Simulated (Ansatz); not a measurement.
CH3SiH3 on the (110) surface of SiC, space group F-43m (No. 216) (top face towards +c; held atoms: 1, 2, 3, 4, 5, 6, 7, 8, 9, 10, 11, 12, 13, 14, 15, 16), one molecule per 53.5 Å². Starting structure (upright, lowest atom H over a bridge Si-C site; the molecule's atoms stand last):

```xyz
48
Lattice="6.1500 0.0000 0.0000 0.0000 8.6974 0.0000 0.0000 0.0000 26.8746" Properties=species:S:1:pos:R:3 pbc="T T T"
Si    1.5375    6.5231    8.0000
Si    1.5375    2.1744    8.0000
Si    4.6125    6.5231    8.0000
Si    4.6125    2.1744    8.0000
C     3.0750    1.0872    8.0000
C     3.0750    5.4359    8.0000
C     0.0000    1.0872    8.0000
C     0.0000    5.4359    8.0000
Si    3.0750    4.3487    9.5375
Si    3.0750    0.0000    9.5375
Si    0.0000    4.3487    9.5375
Si    0.0000    0.0000    9.5375
C     4.6125    7.6102    9.5375
C     4.6125    3.2615    9.5375
C     1.5375    7.6102    9.5375
C     1.5375    3.2615    9.5375
Si    4.6125    2.1381   11.0598
Si    4.6125    6.4868   11.0598
Si    1.5375    2.1381   11.0598
Si    1.5375    6.4868   11.0598
C     0.0000    5.4078   11.0916
C     0.0000    1.0591   11.0916
C     3.0750    5.4078   11.0916
C     3.0750    1.0591   11.0916
Si    0.0000   -0.0156   12.6729
Si    0.0000    4.3331   12.6729
Si    3.0750   -0.0156   12.6729
Si    3.0750    4.3331   12.6729
C     1.5375    3.2655   12.6247
C     1.5375    7.6142   12.6247
C     4.6125    3.2655   12.6247
C     4.6125    7.6142   12.6247
Si    1.5375    6.2863   13.9132
Si    1.5375    1.9376   13.9132
Si    4.6125    6.2863   13.9132
Si    4.6125    1.9376   13.9132
C     3.0750    1.0845   14.1743
C     3.0750    5.4332   14.1743
C     0.0000    1.0845   14.1743
C     0.0000    5.4332   14.1743
C     5.1455    1.9890   18.7996
Si    5.1455    1.9890   16.9331
H     4.3423    2.6591   19.1689
H     6.1275    2.3495   19.1689
H     4.9667    0.9583   19.1689
H     3.8437    1.5110   16.4443
H     6.2103    1.1006   16.4443
H     5.3825    3.3553   16.4443
```

Computed with Ansatz 0.2.0, DFT PBE+D3(BJ), scalar-relativistic, plane waves, PAW. Cutoff 420 eV; k points 3×2×1 on the computed 48-atom cell (Γ-centred); Gaussian smearing, width 0.05 eV; no spin polarisation. The cell repeats along c with a dipole correction in the vacuum.

E_ads is per molecule, from the clean relaxed slab and the free relaxed molecule; negative means bound; no zero-point or thermal terms, forces under 0.04 eV/Å, and the free molecule is spin-polarised where open-shell. Heights count from the highest slab atom.

Q: What does it relax to?

A: E_ads = -2.49 eV; the molecule splits into H + SiH5C. Final structure after 64 steps:

```xyz
48
Lattice="6.1500 0.0000 0.0000 0.0000 8.6974 0.0000 0.0000 0.0000 26.8746" Properties=species:S:1:pos:R:3 pbc="T T T"
Si    1.5375    6.5231    8.0000
Si    1.5375    2.1744    8.0000
Si    4.6125    6.5231    8.0000
Si    4.6125    2.1744    8.0000
C     3.0750    1.0872    8.0000
C     3.0750    5.4359    8.0000
C     0.0000    1.0872    8.0000
C     0.0000    5.4359    8.0000
Si    3.0750    4.3487    9.5375
Si    3.0750    0.0000    9.5375
Si    0.0000    4.3487    9.5375
Si    0.0000    0.0000    9.5375
C     4.6125    7.6102    9.5375
C     4.6125    3.2615    9.5375
C     1.5375    7.6102    9.5375
C     1.5375    3.2615    9.5375
Si    4.6085    2.1469   11.0763
Si    4.6068    6.4794   11.0355
Si    1.5334    2.1582   11.0859
Si    1.5481    6.4798   11.0466
C     0.0010    5.4131   11.1103
C    -0.0019    1.0761   11.0798
C     3.0799    5.3964   11.0991
C     3.0664    1.0736   11.0864
Si    0.0059    0.0069   12.6486
Si    0.0057    4.2960   12.6302
Si    3.0739    0.0094   12.6606
Si    3.0608    4.3144   12.6794
C     1.5344    3.2452   12.6519
C     1.5279    7.6118   12.5870
C     4.6123    3.2551   12.6765
C     4.6174    7.6287   12.5544
Si    1.5522    6.3638   13.9128
Si    1.5569    2.0387   14.1859
Si    4.5349    6.3849   13.8564
Si    4.6445    1.9018   14.0054
C     3.0953    1.0454   14.1601
C     3.0540    5.4651   14.1847
C     0.0339    1.0283   14.1492
C    -0.0476    5.4955   14.2444
C     4.6641    5.5285   17.0700
Si    5.8322    4.6273   15.9092
H     3.6172    5.4111   16.7728
H     4.9040    6.6025   17.1053
H     4.8059    5.1240   18.0823
H     7.1262    4.4810   16.6289
H     7.6999    2.9436   15.3734
H     5.2152    3.2535   15.5959
```

Each end is the local minimum that its start leads to. The pieces were run without spin polarisation.